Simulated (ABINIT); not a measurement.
PtS2:

```
Pt S
1.0
     3.54320    0.00000    0.00000
    -1.77160    3.06850    0.00000
     0.00000    0.00000    5.03880
Pt S
1 2
Direct
  0.00000 0.00000 0.00000
  0.66667 0.33333 0.77300
  0.33333 0.66667 0.22700
```

Base run:

- Program: ABINIT 10.8.3 (patched build)
- Functional: PBE
- Potentials or basis: PseudoDojo NC SR PBE v0.5 standard
- Cutoff: 1034 eV
- k mesh: 7 × 7 × 4
- Occupations: fermi-dirac, width 0.05 eV
- Spin: no spin polarisation

Its results: band gap on the k mesh 0.83 eV, indirect (least direct gap 1.01 eV); pressure 11.2 GPa; largest force 1.243 eV/Å.

Q: The run is repeated on the same cell with these changes: functional from PBE to PBEsol; potentials or basis from PseudoDojo NC SR PBE v0.5 standard to PseudoDojo NC SR PBEsol v0.4 stringent. What comes out?

A: Band gap on the k mesh 0.76 eV, indirect (least direct gap 0.93 eV); pressure 6.0 GPa; largest force 0.938 eV/Å.

Caveats: spin-orbit coupling is left out, which moves the levels of the heavy elements; an odd mesh through Γ misses points on the zone boundary, where band edges often lie; forces of over 1 eV/Å show positions far from the minimum, so gaps and moduli don't describe the material at rest (some runs).
